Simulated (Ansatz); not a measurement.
# Au in Ansatz: convergence with ecutrho ratio

Crystal: Au.

```
CELL_PARAMETERS angstrom
-0.04177 1.95347 2.18363
2.02130 0.08375 2.05811
2.13229 1.93894 -0.02724
ATOMIC_POSITIONS crystal
Au 0.00000 0.00000 0.00000
```

This isn't the form of Au at room conditions, which is fcc.

```yaml
Program: Ansatz 0.2.0
Task: convergence study
Functional: PBEsol
Potentials_or_basis: PseudoDojo stringent (PBEsol files)
Cutoff: 1034 eV
Density_cutoff: 4136 eV
k_mesh: 8 × 9 × 8
Occupations: gaussian, width 0.05 eV
Spin: no spin polarisation
```

These are the settings of the first run; the series varies ecutrho ratio, with any setting tied to it.

Hardware: 2 threads of Arm Neoverse V1, with other jobs on the host.

| ecutrho ratio | energy less the tightest run, at zero smearing (meV/atom) | SCF cycles | CPU time (s) | peak memory (GiB) |
| --- | --- | --- | --- | --- |
| 4 | 0.00 | 6 | 15 | 0.41 |
| 5 | 0.00 | 6 | 15 | 0.42 |
| 6 | 0.00 | 6 | 15 | 0.43 |
| 8 | 0.00 | 6 | 15 | 0.46 |
| 10 | 0.00 | 6 | 15 | 0.48 |
| 12 | 0.00 | 6 | 16 | 0.51 |

Against the tightest run, the energy stays within 1 meV/atom from 4 on. The tightest run that finished is the yardstick and may itself not be fully converged.

The run has no spin-orbit coupling, so splittings on Au are missing.
